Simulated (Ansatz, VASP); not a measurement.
**Si24H5Cl3 in two plane-wave programs**

Wanted: the spread between two codes on one cell, functional and k mesh. The cell is taken from a series of runs on this material, whose earlier steps may have relaxed, scaled, displaced or heated it; both programs get it as it stands.

Program: Ansatz 0.2.0. Level of theory: plane waves, with VASP 6.6.1 beside it; single point at PBE. Results are calculated unless marked as measured.

**1. Set-up**

The cell holds 32 atoms: 3 Cl, 5 H and 24 Si. Cell: a = 7.679 Å, b = 7.679 Å, c = 24.594 Å, α = 90.0°, β = 90.0°, γ = 60.0°. It derives from Si. As first built, before any earlier steps moved the atoms (in the runner's words): kind terminated face; group Cl; share_of_top_atoms 0.75; rest H; oxygen_in_back_bonds 0; lower_face H. Vacuum lies along c.

**2. VASP: single point, PBE**

With cell and atoms fixed, the geometry can't cause a difference; cores, projectors, grids and the points listed under the comparison can.

Lines of VASP's logs that name or quote its potential files are left out, and so is its time.

Contents of INCAR:

```
SYSTEM = Si24H5Cl3
PREC = Accurate
ENCUT = 400
EDIFF = 1E-06
NELM = 120
ISMEAR = -1
SIGMA = 0.02
LREAL = Auto
ALGO = Normal
GGA = PE
NBANDS = 84
LORBIT = 11
LWAVE = .FALSE.
LCHARG = .FALSE.
ISIF = 2
LDIPOL = .TRUE.
IDIPOL = 3
DIPOL = 0.5 0.5 0.489
LVHAR = .TRUE.
LASPH = .TRUE.
GGA_COMPAT = .FALSE.
EFERMI = MIDGAP
NELMDL = -8
KPAR = 2
```

Contents of POSCAR:

```
Si24H5Cl3
1.0
    7.6791796437      0.0000000000      0.0000000000
    3.8395898218      6.6503646517      0.0000000000
    0.0000000000      0.0000000000     24.5937769138
Cl H Si
3 5 24
Direct
    0.9999452638      0.9999452638      0.7164241513
    0.5001094724      0.9999452638      0.7164241513
    0.9999452638      0.5001094724      0.7164241513
    0.5000000000      0.5000000000      0.6941804779
    1.0000000000      0.0000000000      0.2846248470
    0.5000000000      0.0000000000      0.2846248470
    1.0000000000      0.5000000000      0.2846248470
    0.5000000000      0.5000000000      0.2846248470
    0.0002237622      0.0002237622      0.6317656364
    0.4995524756      0.0002237622      0.6317656364
    0.0002237622      0.4995524756      0.6317656364
    0.5000000000      0.5000000000      0.6333065402
    0.8316461481      0.3341769259      0.6005964053
    0.3341769259      0.3341769259      0.6005964053
    0.8333333333      0.8333333333      0.6003497538
    0.3341769259      0.8316461481      0.6005964053
    0.8334226737      0.3332886631      0.5043894785
    0.3332886631      0.3332886631      0.5043894785
    0.8333333333      0.8333333333      0.5041145395
    0.3332886631      0.8334226737      0.5043894785
    0.1666666667      0.1666666667      0.4719065280
    0.6665662438      0.1668675124      0.4718095370
    0.1668675124      0.6665662438      0.4718095370
    0.6665662438      0.6665662438      0.4718095370
    0.1666666667      0.1666666667      0.3758573980
    0.6666666667      0.1666666667      0.3758573980
    0.1666666667      0.6666666667      0.3758573980
    0.6666666667      0.6666666667      0.3758573980
    1.0000000000      0.0000000000      0.3439894580
    0.5000000000      0.0000000000      0.3439894580
    1.0000000000      0.5000000000      0.3439894580
    0.5000000000      0.5000000000      0.3439894580
```

Contents of KPOINTS:

```
Automatic mesh
0
Gamma
3 3 1
0 0 0
```

Potentials, in the order of the species: Cl, H and Si (PBE family, release 64).

The run is started by

```sh
$ mpirun -np 4 vasp_std
```

Numbers of over 12 decimals in the logs are rounded to 6 here.

The program printed:

```text
[banner, memory and clock lines left out]
running    4 mpi-ranks, on    1 nodes
[...]
LDA part: xc-table for (Slater+PW92), standard interpolation
 POSCAR, INCAR and KPOINTS ok, starting setup
[...]
entering main loop
       N       E                     dE             d eps       ncg     rms          rms(c)
DAV:   1     0.583277808749E+03    0.58328E+03   -0.36625E+04   504   0.896E+02
DAV:   2    -0.786392919735E+02   -0.66192E+03   -0.63560E+03   692   0.186E+02
DAV:   3    -0.156273607766E+03   -0.77634E+02   -0.76328E+02   584   0.628E+01
DAV:   4    -0.159991708211E+03   -0.37181E+01   -0.36959E+01   712   0.154E+01
[...]
DAV:  31    -0.156119642192E+03   -0.20620E-05   -0.73551E-08   400   0.528E-04    0.771E-04
DAV:  32    -0.156119644082E+03   -0.18895E-05   -0.89597E-08   400   0.731E-04    0.609E-04
DAV:  33    -0.156119644323E+03   -0.24055E-06   -0.18367E-08   360   0.425E-04
   1 F= -.15611964E+03 E0= -.15611964E+03  d E =-.140487E-11
```

From OUTCAR (step 2):

```text
  Total        6.0246019      6.0246019      3.5304377     -0.0000000      0.0000000     -0.0000000
  in kB        7.6851690      7.6851690      4.5035358     -0.0000000      0.0000000     -0.0000000
  external PRESSURE =       6.6246246 kB  Pullay stress =       0.0000000 kB

 POSITION                                       TOTAL-FORCE (eV/Angst)
 -----------------------------------------------------------------------------------
     11.51814      6.65000     17.61958        -0.001454     -0.000839     -0.041304
      7.67981      6.65000     17.61958         0.001454     -0.000839     -0.041304
      9.59897      3.32591     17.61958        -0.000000      0.001679     -0.041304
      5.75938      3.32518     17.07252        -0.000000     -0.000000      0.000620
      0.00000      0.00000      7.00000         0.000281      0.000162     -0.769869
      3.83959      0.00000      7.00000        -0.000281      0.000162     -0.769869
      1.91979      3.32518      7.00000         0.000000     -0.000324     -0.769869
      5.75938      3.32518      7.00000        -0.000000     -0.000000     -0.770269
      0.00258      0.00149     15.53750        -0.000971     -0.000560      0.045038
      3.83701      0.00149     15.53750         0.000971     -0.000560      0.045038
      1.91979      3.32221     15.53750        -0.000000      0.001121      0.045038
      5.75938      3.32518     15.57540        -0.000000     -0.000000     -0.006907
      7.66946      2.22240     14.77093         0.000131     -0.000075     -0.003871
      3.84931      2.22240     14.77093        -0.000131     -0.000075     -0.003871
[...]
-----------------------------------------------------------------------------------
    total drift:                                0.000001      0.000000      0.004518

  FREE ENERGIE OF THE ION-ELECTRON SYSTEM (eV)
  ---------------------------------------------------
  free  energy   TOTEN  =      -156.1196443225 eV

  energy  without entropy=     -156.1196443225  energy(sigma->0) =     -156.11964432

[... 3 further parts left out ...]
[key lines of the parts left out:]
E-fermi :   0.0531
```

**3. Ansatz: single point, PBE**

Ansatz runs on its PAW soft_1 files.

The same cell, functional, mesh and smearing now go to Ansatz, which takes its cutoff from its data sets.

Contents of input.yaml:

```yaml
crystal:
  lattice:
    - [7.6791796437, 0.0, 0.0]
    - [3.8395898218, 6.6503646517, 0.0]
    - [0.0, 0.0, 24.5937769138]
  atoms:
    - { symbol: Cl, position: [-5.47362e-05, -5.47362e-05, 0.7164241513] }
    - { symbol: Cl, position: [0.5001094724, -5.47362e-05, 0.7164241513] }
    - { symbol: Cl, position: [-5.47362e-05, 0.5001094724, 0.7164241513] }
    - { symbol: H, position: [0.5, 0.5, 0.6941804779] }
    - { symbol: Si, position: [0.0002237622, 0.0002237622, 0.6317656364] }
    - { symbol: Si, position: [0.4995524756, 0.0002237622, 0.6317656364] }
    - { symbol: Si, position: [0.0002237622, 0.4995524756, 0.6317656364] }
    - { symbol: Si, position: [0.5, 0.5, 0.6333065402] }
    - { symbol: Si, position: [0.8316461481, 0.3341769259, 0.6005964053] }
    - { symbol: Si, position: [0.3341769259, 0.3341769259, 0.6005964053] }
    - { symbol: Si, position: [0.8333333333, 0.8333333333, 0.6003497538] }
    - { symbol: Si, position: [0.3341769259, 0.8316461481, 0.6005964053] }
    - { symbol: Si, position: [0.8334226737, 0.3332886631, 0.5043894785] }
    - { symbol: Si, position: [0.3332886631, 0.3332886631, 0.5043894785] }
    - { symbol: Si, position: [0.8333333333, 0.8333333333, 0.5041145395] }
    - { symbol: Si, position: [0.3332886631, 0.8334226737, 0.5043894785] }
    - { symbol: Si, position: [0.1666666667, 0.1666666667, 0.471906528] }
    - { symbol: Si, position: [0.6665662438, 0.1668675124, 0.471809537] }
    - { symbol: Si, position: [0.1668675124, 0.6665662438, 0.471809537] }
    - { symbol: Si, position: [0.6665662438, 0.6665662438, 0.471809537] }
    - { symbol: Si, position: [0.1666666667, 0.1666666667, 0.375857398] }
    - { symbol: Si, position: [0.6666666667, 0.1666666667, 0.375857398] }
    - { symbol: Si, position: [0.1666666667, 0.6666666667, 0.375857398] }
    - { symbol: Si, position: [0.6666666667, 0.6666666667, 0.375857398] }
    - { symbol: Si, position: [0.0, 0.0, 0.343989458] }
    - { symbol: Si, position: [0.5, 0.0, 0.343989458] }
    - { symbol: Si, position: [0.0, 0.5, 0.343989458] }
    - { symbol: Si, position: [0.5, 0.5, 0.343989458] }
    - { symbol: H, position: [0.0, 0.0, 0.284624847] }
    - { symbol: H, position: [0.5, 0.0, 0.284624847] }
    - { symbol: H, position: [0.0, 0.5, 0.284624847] }
    - { symbol: H, position: [0.5, 0.5, 0.284624847] }
kpoints:
  mp_grid: { grid: [3, 3, 1] }
scf:
  occupations: { method: fermi_dirac, width: 0.02 }
  n_extra_bands: 36
hamiltonian:
  xc: pbe
  pseudopotentials: { kind: paw, azcp: { folder: soft_1 } }
output:
  forces: true
  write_potential: true
  volumetric_format: []
  dos:
    projected:
      site_lists:
        adsorbate: [0, 1, 2, 3]
        layer_1: [4, 5, 6, 7]
        layer_2: [8, 9, 10, 11]
        layer_3: [12, 13, 14, 15]
        middle: [16, 17, 18, 19]
        other_layers: [20, 21, 22, 23, 24, 25, 26, 27, 28, 29, 30, 31]
    de: 0.05
    e_range: [-30, 12]
    method: { smearing: { sigma: 0.12, scheme: gaussian } }
  eigenstates:
    kpoints:
      - [0.33333333, -0.33333333, 0.0]
      - [0.25, -0.375, 0.0]
      - [0.16666667, -0.41666667, 0.0]
      - [0.08333333, -0.45833333, 0.0]
      - [0.0, 0.5, 0.0]
      - [-0.08333333, 0.45833333, 0.0]
      - [-0.16666667, 0.41666667, 0.0]
      - [-0.25, 0.375, 0.0]
      - [-0.33333333, 0.33333333, 0.0]
      - [-0.41666667, 0.29166667, 0.0]
      - [0.5, 0.25, 0.0]
      - [0.41666667, 0.20833333, 0.0]
      - [0.33333333, 0.16666667, 0.0]
      - [0.25, 0.125, 0.0]
      - [0.16666667, 0.08333333, 0.0]
      - [0.08333333, 0.04166667, 0.0]
      - [0.0, 0.0, 0.0]
      - [0.07142857, 0.0, 0.0]
      - [0.14285714, 0.0, 0.0]
      - [0.21428571, 0.0, 0.0]
      - [0.28571429, 0.0, 0.0]
      - [0.35714286, 0.0, 0.0]
      - [0.42857143, 0.0, 0.0]
      - [0.5, 0.0, 0.0]
      - [-0.42857143, 0.0, 0.0]
      - [-0.35714286, 0.0, 0.0]
      - [-0.28571429, 0.0, 0.0]
      - [-0.21428571, 0.0, 0.0]
      - [-0.14285714, 0.0, 0.0]
      - [-0.07142857, 0.0, 0.0]
      - [0.04166667, 0.08333333, 0.0]
      - [0.08333333, 0.16666667, 0.0]
      - [0.125, 0.25, 0.0]
      - [0.16666667, 0.33333333, 0.0]
      - [0.20833333, 0.41666667, 0.0]
      - [0.25, 0.5, 0.0]
      - [0.29166667, -0.41666667, 0.0]
    e_range: [-8.0, 6.0]
    unfold:
      supercell_matrix: [[2, 0, 0], [0, 2, 0], [0, 0, 1]]
      layers:
        axis: 3
        edges: [0.121982, 0.385166, 0.401049, 0.6, 0.616949, 0.879064]
efield:
  axis: 3
  dipole_correction: true
```

The run is started by

```sh
$ ansatz run input.yaml --threads 4 --pin off --max-ram 11264MiB --backend cpu --events-out ev --progress --plain --runs-dir out
```

The program printed:

```text
scf.n_extra_bands = 36 over 61 filled bands (N_el = 122.0): the run solves 97 bands
Engine: ansatz 0.2.0, x86_64-unknown-linux-gnu
Pseudopotentials: kind: paw
Pseudopotential: Cl, paw, valence charge 7, recommended cutoff 420 eV (normal), soft_1/Cl.paw.azcp
Pseudopotential: H, paw, valence charge 1, recommended cutoff 420 eV (normal), soft_1/H.paw.azcp
Pseudopotential: Si, paw, valence charge 4, recommended cutoff 420 eV (normal), soft_1/Si.paw.azcp
Functional definition: PBE
  parameter kappa = 0.804
  parameter beta = 0.066725
  exchange = pbe_x(kappa = kappa, mu = beta*pi^2/3)
  correlation = pbe_c(beta = beta)
Crystal: 32 atoms, lattice volume = 1255.988 Å³
Basis set: ecut = 420 eV, 24521 PW (Γ), exchange–correlation on 108×108×360 points (8 copies of the dense FFT grid, shifted against one another)
Bands: 97, of which v1, the nominal top of the filled ones, is band 61 counted from 1 (60 counted from 0)
Symmetry: 6 space group operations
Space group: P3m1 (ITA 156), of the structure as read, at distance tolerance 1.1e-4 Å
k-points: 3 of 9 (time reversal used)
Non-local potential: Cl, projectors of the file, l = 0: 2, l = 1: 2, l = 2: 1
Non-local potential: H, projectors of the file, l = 0: 2, l = 1: 1
Non-local potential: Si, projectors of the file, l = 0: 2, l = 1: 2, l = 2: 1
PAW form: soft (Blöchl's): semilocal exchange-correlation on the pseudo side does not see the compensation charge
PAW one-centre angular grid: Cl, 110 points (default); XC on 64 Gauss nodes
PAW one-centre angular grid: H, 110 points (default); XC on 64 Gauss nodes
PAW one-centre angular grid: Si, 110 points (default); XC on 64 Gauss nodes
Initial density: superposition of atomic densities (neutral atoms: chi_scale 0, normalization atom)
Initial wavefunctions: pseudopotential atomic-orbital guess
Functional: x = pbe(κ = 0.804, μ = 0.219515), c = pbe(β = 0.066725)
SCF iter   1: F=—  HF=-18584.827288 eV  |F-HF|=—  |Δ(HF+E_count)|=         —  Δρ=3.62e-2  dr2=1.47e1  ethr=3.10e-3  p=0.000 e·Å  D=4.20e-7 V/Å  ΔV_dip=-0.00 eV  dr2_dipole=4.40e-4  V_vac-E_F(+/−)=6.24/6.24 eV  ⟨swp⟩=9.3  Hψ=1838  notcnv=0  defer=33
efield: sawtooth ramp at fractional position 0.9505 (placed from the atoms, in the widest stretch of the axis that holds none; the zero of the levels goes with the place), width 0.1000; the density the first Hamiltonian is built on has a dipole p = 0.000 e·Å; the dipole correction subtracts the counter field D = 4.20e-7 V/Å, which shifts the + side's vacuum level by -0.00 eV against the − side's; the planar-averaged density in the ramp window peaks in size at 1.4e-6 e/Å³
preconditioner: auto → Resta (q_TF=auto, 1.850 Å⁻¹)  ε∞=2.7  [insulator: Δε(μ)=1.353 eV  Ē_g=9.004 eV  σ=0.020 eV  W_gap=1.00  n_scr=134 (ndim 8)  ℏωp=11.6 eV  f_vac=0.461  D(μ)=0.00/eV (n_scr^D=0)  ε∞_Penn≈2.7  vacuum switching on, ρ_ref=5.9e-3 e/Å³]
SCF iter   2: F=—  HF=-18581.734613 eV  |F-HF|=—  |Δ(HF+E_count)|=    3.09e0  Δρ=1.81e-2  dr2=3.90e0  ethr=3.10e-3  p=-0.010 e·Å  D=-1.48e-3 V/Å  ΔV_dip=0.04 eV  dr2_dipole=3.21e-2  V_vac-E_F(+/−)=5.64/5.60 eV  ⟨swp⟩=2.7  Hψ=472  notcnv=0  defer=83
SCF iter   3: F=—  HF=-18580.892053 eV  |F-HF|=—  |Δ(HF+E_count)|=   8.43e-1  Δρ=2.34e-3  dr2=6.07e-1  ethr=3.10e-3  p=-0.445 e·Å  D=-6.42e-2 V/Å  ΔV_dip=1.58 eV  dr2_dipole=2.27e-1  V_vac-E_F(+/−)=5.32/3.74 eV  ⟨swp⟩=3.0  Hψ=526  notcnv=0  defer=87
SCF iter   4: F=—  HF=-18580.818584 eV  |F-HF|=—  |Δ(HF+E_count)|=   7.35e-2  Δρ=1.30e-3  dr2=6.83e-2  ethr=4.98e-4  p=-0.192 e·Å  D=-2.77e-2 V/Å  ΔV_dip=0.68 eV  dr2_dipole=3.75e-2  V_vac-E_F(+/−)=5.02/4.34 eV  ⟨swp⟩=3.7  Hψ=493  notcnv=0  defer=77
SCF iter   5: F=—  HF=-18580.822234 eV  |F-HF|=—  |Δ(HF+E_count)|=   3.65e-3  Δρ=6.16e-4  dr2=1.36e-2  ethr=5.60e-5  p=-0.287 e·Å  D=-4.13e-2 V/Å  ΔV_dip=1.02 eV  dr2_dipole=3.23e-4  V_vac-E_F(+/−)=5.20/4.18 eV  ⟨swp⟩=3.7  Hψ=359  notcnv=0  defer=77
SCF iter   6: F=—  HF=-18580.823916 eV  |F-HF|=—  |Δ(HF+E_count)|=   1.68e-3  Δρ=2.20e-4  dr2=9.97e-4  ethr=1.12e-5  p=-0.285 e·Å  D=-4.10e-2 V/Å  ΔV_dip=1.01 eV  dr2_dipole=2.23e-5  V_vac-E_F(+/−)=5.13/4.12 eV  ⟨swp⟩=2.3  Hψ=415  notcnv=0  defer=77
SCF iter   7: F=—  HF=-18580.824647 eV  |F-HF|=—  |Δ(HF+E_count)|=   7.31e-4  Δρ=7.22e-5  dr2=1.23e-4  ethr=8.18e-7  p=-0.290 e·Å  D=-4.17e-2 V/Å  ΔV_dip=1.03 eV  dr2_dipole=1.07e-6  V_vac-E_F(+/−)=5.13/4.10 eV  ⟨swp⟩=2.0  Hψ=375  notcnv=0  defer=77
SCF iter   8: F=—  HF=-18580.824752 eV  |F-HF|=—  |Δ(HF+E_count)|=   1.05e-4  Δρ=2.06e-5  dr2=5.73e-6  ethr=1.01e-7  p=-0.290 e·Å  D=-4.18e-2 V/Å  ΔV_dip=1.03 eV  dr2_dipole=7.53e-8  V_vac-E_F(+/−)=5.13/4.10 eV  ⟨swp⟩=2.0  Hψ=366  notcnv=0  defer=77
SCF iter   9: F=—  HF=-18580.824227 eV  |F-HF|=—  |Δ(HF+E_count)|=   5.26e-4  Δρ=6.94e-6  dr2=1.37e-6  ethr=4.70e-9  p=-0.291 e·Å  D=-4.19e-2 V/Å  ΔV_dip=1.03 eV  dr2_dipole=5.78e-8  V_vac-E_F(+/−)=5.13/4.10 eV  ⟨swp⟩=2.0  Hψ=426  notcnv=0  defer=77
SCF iter  10: F=-18580.824227 eV  HF=-18580.824227 eV  |F-HF|=3.85e-8  |Δ(HF+E_count)|=   1.39e-7  Δρ=2.01e-6  dr2=6.45e-8  ethr=8.20e-11  p=-0.290 e·Å  D=-4.18e-2 V/Å  ΔV_dip=1.03 eV  dr2_dipole=2.47e-9  V_vac-E_F(+/−)=5.13/4.10 eV  ⟨swp⟩=24.7  Hψ=3502  notcnv=0
SCF 1 converged in 10 iterations: F = -18580.824227 eV  dr2 = 6.45e-8
  greatest PAW one-centre occupation: 0.906 electrons in one spin orbital (limit 2), on the Cl atom at site 2 (counted from 0), in its partial waves of l = 0
NSCF: frozen V_eff on 37 k-points
efield: sawtooth ramp at fractional position 0.9505 (kept from the solve that this one continues, or follows in the run), width 0.1000; the density the first Hamiltonian is built on has a dipole p = -0.290 e·Å; the dipole correction subtracts the counter field D = -4.18e-2 V/Å, which shifts the + side's vacuum level by +1.03 eV against the − side's; the planar-averaged density in the ramp window peaks in size at 2.1e-6 e/Å³
WARN: The output density's exchange-correlation potential varies sharply where the density is thin. Do not read a vacuum level from v_tot or v_xc, or from such a field of the output density. On a cell that repeats whose density bears no net charge and no dipole along the vacuum's axis use v_es (v_loc + v_h of the components); under efield.dipole_correction with no amplitude use v_es + v_field, which holds any externa [...]
SCF converged after 10 iterations
Free energy (F): -18580.824227 eV
Harris-Foulkes:  -18580.824227 eV  (|F-HF|=3.85e-8)
Internal energy: -18580.824227 eV  (E = F + TS)
E sigma→0 (E₀):  -18580.824227 eV
Fermi energy:    0.265743 eV
Dipole field:    D = -0.041864 V/Å  (p = -0.290582 e·Å, saw-weighted, corrected)
Work function:   Φ+ = 5.1267 eV   Φ− = 4.0971 eV
Levels:          The Fermi level and band energies are counted from a zero that moves with the ramp; work functions are not
--- Per-component energies (eV) ---
  E_band       = -679.749753
  E_kinetic    = 1500.456357
  E_local      = -31517.835968  (includes V_loc(G=0)·N_el)
  E_nonlocal   = 643.498529
  E_hartree    = 15145.451903
  E_xc         = -1718.570837
  E_vxc        = -1548.039450  (∫ρ·V_xc dr)
  E_paw        = -14258.886080  (= ΣΔE_a)
  E_vpaw       = -51.487144  (= ΣTr[D̂ρ^β])
  E_aug_tail   = -0.003746  (compensation charges beyond the density's cutoff)
  E_efield     = 0.006083  (sawtooth field / dipole correction)
  E_vefield    = 2.763878  (∫n·V_field dr)
  E_ewald      = 11625.059533
  E_smearing   = -0.000000  (= −TS)
  E_closure    = 0.000000  (closes the sum)
  Σ components = -18580.824227   (vs F -18580.824227, Δ=0.00e0)
--- Forces (eV/Å), atoms counted from 1 ---
  atom   1  Cl    -0.00149829    -0.00086504    -0.00058930
  atom   2  Cl     0.00149829    -0.00086504    -0.00058930
  atom   3  Cl    -0.00000000     0.00173007    -0.00058930
  atom   4  H     -0.00000000     0.00000000     0.00049418
  atom   5  Si    -0.00033630    -0.00019416     0.00653473
  atom   6  Si     0.00033630    -0.00019416     0.00653473
  atom   7  Si    -0.00000000     0.00038833     0.00653473
  atom   8  Si    -0.00000000     0.00000000    -0.00439249
  atom   9  Si     0.00049239    -0.00028428    -0.00333483
  atom  10  Si    -0.00049239    -0.00028428    -0.00333483
  atom  11  Si     0.00000000     0.00000000    -0.00128739
  atom  12  Si    -0.00000000     0.00056857    -0.00333483
  atom  13  Si     0.00130947    -0.00075603     0.00123160
  atom  14  Si    -0.00130947    -0.00075603     0.00123160
  atom  15  Si    -0.00000000     0.00000000     0.00021957
  atom  16  Si    -0.00000000     0.00151205     0.00123160
  atom  17  Si     0.00000000     0.00000000    -0.00523662
  atom  18  Si    -0.00000000     0.00087641     0.00024005
  atom  19  Si     0.00075899    -0.00043821     0.00024005
  atom  20  Si    -0.00075899    -0.00043821     0.00024005
  atom  21  Si    -0.00000000     0.00000000    -0.06011088
  atom  22  Si    -0.00000000     0.00261053    -0.08276271
  atom  23  Si     0.00226078    -0.00130526    -0.08276271
  atom  24  Si    -0.00226078    -0.00130526    -0.08276271
  atom  25  Si    -0.00156119    -0.00090135     0.85020331
  atom  26  Si     0.00156119    -0.00090135     0.85020331
  atom  27  Si    -0.00000000     0.00180270     0.85020331
  atom  28  Si     0.00000000     0.00000000     0.84477542
  atom  29  H      0.00024496     0.00014143    -0.77214432
  atom  30  H     -0.00024496     0.00014143    -0.77214432
  atom  31  H      0.00000000    -0.00028286    -0.77214432
  atom  32  H     -0.00000000    -0.00000000    -0.77251918
  max |Σ_I F_I| component: 7.82e-5 eV/Å
--- Band table (eV) ---
  k-point 0: bands = [... 57 lower, -0.6892, -0.6892, -0.2656, -0.2656, 0.8017, 0.8017, 0.8149, 1.3289, ... 32 higher]
  k-point 1: bands = [... 57 lower, -1.5512, -1.2660, -1.1408, -0.6464, 0.9474, 1.5457, 1.6260, 1.6708, ... 32 higher]
  k-point 2: bands = [... 57 lower, -1.8753, -1.5705, -1.4951, -1.3979, 1.8249, 2.0532, 2.1304, 2.3497, ... 32 higher]
```

In the SCF lines HF is the Harris–Foulkes energy and dr2 the Hartree energy of the density residual, in eV; the loop may stop once dr2 is under the threshold and the program's other checks hold. Hψ counts applications of the Hamiltonian.

(Continued in part 2 of 2.)

[Lines on the potential files, build, host, timing and source positions are cut from VASP's logs without a mark.]

[Logs are printed without paths, hosts, clocks, repeated set-up lines and the standing remarks that a program may print on its own settings, such as how far it seeks lower states.]

[Hosts, paths, dates, database ids (printed as entryN), source tags and the programs' standing remarks are cut or masked in the printed files.]
